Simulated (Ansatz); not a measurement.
# Ni (sc type): how the settings move a single-point run

Aim: see which settings change the result for Ni (sc type), by how much, and at what cost.

Program: Ansatz 0.2.0. Level of theory: reference: DFT, PBE, PAW with Ansatz's default frozen-core files, scalar-relativistic. These are calculated values, not measurements.

2 further runs of the same task are left out: 2 that didn't finish.

### Step 1. The starting structure

The structure is cubic, space group Pm-3m (No. 221). The conventional cell has a = 1.787 Å, b = 1.787 Å, c = 1.787 Å, α = 90.00°, β = 90.00°, γ = 90.00°. Ni (site symmetry m-3m) has 6 Ni at 1.79 Å as nearest neighbours.

As a file:

```xyz
1
Lattice="1.7870 0.0000 0.0000 0.0000 1.7870 0.0000 0.0000 0.0000 1.7870" Properties=species:S:1:pos:R:3 pbc="T T T"
Ni    0.0000    0.0000    0.0000
```

### Step 2. Reference

The input, input.yaml:

```yaml
crystal:
  lattice:
    - [1.7870362484, 0.0, 0.0]
    - [0.0, 1.7870362484, 0.0]
    - [0.0, 0.0, 1.7870362484]
  atoms:
    - { symbol: Ni, position: [0.0, 0.0, 0.0], spin: 1.0 }
magnetization:
  spin_polarized: true
kpoints:
  mp_grid: { grid: [18, 18, 18] }
scf:
  occupations: { method: fermi_dirac, width: 0.1 }
hamiltonian:
  xc: pbe
  pseudopotentials: { kind: paw }
output:
  forces: true
  stress: true
  eigenvalues: true
  populations: true
  write_density: true
  write_potential: true
  elf: true
  volumetric_format: npy
```

Run with:

```bash
$ ansatz run input.yaml --threads 1 --pin off --max-ram 3072MiB --backend cpu --events-out ev --progress --plain --runs-dir out
```

### Step 3. Changed: mp_grid.grid [14, 14, 14], mixing.algorithm broyden, mixing.beta 0.2, mixing.ndim 8

Edit input.yaml of step 2 so:

```diff
@@ -10,5 +10,6 @@
 kpoints:
-  mp_grid: { grid: [18, 18, 18] }
+  mp_grid: { grid: [14, 14, 14] }
 scf:
   occupations: { method: fermi_dirac, width: 0.1 }
+  mixing: { algorithm: broyden, beta: 0.2, ndim: 8 }
 hamiltonian:
@@ -21,5 +22 @@
   populations: true
-  write_density: true
-  write_potential: true
-  elf: true
-  volumetric_format: npy
```

**Question.** What will these runs give? Wanted: for each run, ending; energy change; pressure; gap; force.

**Answer**, as computed:

| run | ending | energy change | pressure (GPa) | gap (eV) | force (eV/Å) | cycles | time |
| --- | --- | --- | --- | --- | --- | --- | --- |
| reference | converged | 0 | 728.3 | 0.00 | 0.00 | 10 | 4.7 s |
| 1: mp_grid.grid [14, 14, 14], mixing.algorithm broyden, mixing.beta 0.2, mixing.ndim 8 | converged | +4.8 meV/atom | 728.6 | 0.00 | 0.00 | 18 | 3.9 s |

Times don't compare one to one where runs were asked for different outputs or read a saved state (see the inputs); cycles may leave out searches for a lower state.

Residual by cycle in the longest SCF loop of each run; runs are numbered as in the table. The quantity is the density residual dr2, in eV.

```
cycle  reference    run 1
    1      0.127    0.123
    3      0.192   0.0305
    4     0.0261  0.00295
    6     1.1e-5   0.0517
    7     6.0e-6   0.0017
    9    9.0e-10   1.6e-4
   10    2.4e-11   1.2e-4
   12          -   2.9e-6
   13          -   4.6e-9
   15          -   3.8e-9
   16          -   2.4e-9
   18          -  5.0e-11
```

Changing the k-point mesh and mixing moves the energy by +4.8 meV/atom. The energy is not variational in the mesh, so the sign tells nothing. Of the settings changed, the mesh is the one that moves energies this far. The structure is not at rest: the sound run finds 728 GPa, so these are no properties of the relaxed crystal. 
